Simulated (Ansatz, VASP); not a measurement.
**One calculation of As, two programs**

```
As
1.0
     2.70368    0.00000    0.00000
     0.00000    2.70368    0.00000
     0.00000    0.00000    2.70368
As
1
Cartesian
  1.3518 1.3518 1.3518
```

This isn't the form of As at room conditions, which is rhombohedral.

Alike in both runs: task single point; functional PBE; k mesh 10 × 10 × 10; occupations fermi-dirac, width 0.05 eV; no spin polarisation.

|  | VASP | Ansatz |
| --- | --- | --- |
| version | VASP 6.6.1 | Ansatz 0.2.0 |
| potentials or method | VASP PAW PBE potentials, release 64 (As), cutoff 520 eV | all-electron LAPW, scalar-relativistic |

```csv
,VASP,Ansatz,Ansatz less VASP
gap on the k mesh at the Fermi level (eV),none,none,-
pressure (GPa),2.4,2.2,-0.19
```

A gap of «none» marks a metal or a gap that the smearing closes. Ansatz ran all-electron here, so the differences hold the error of VASP's frozen core and of both bases.
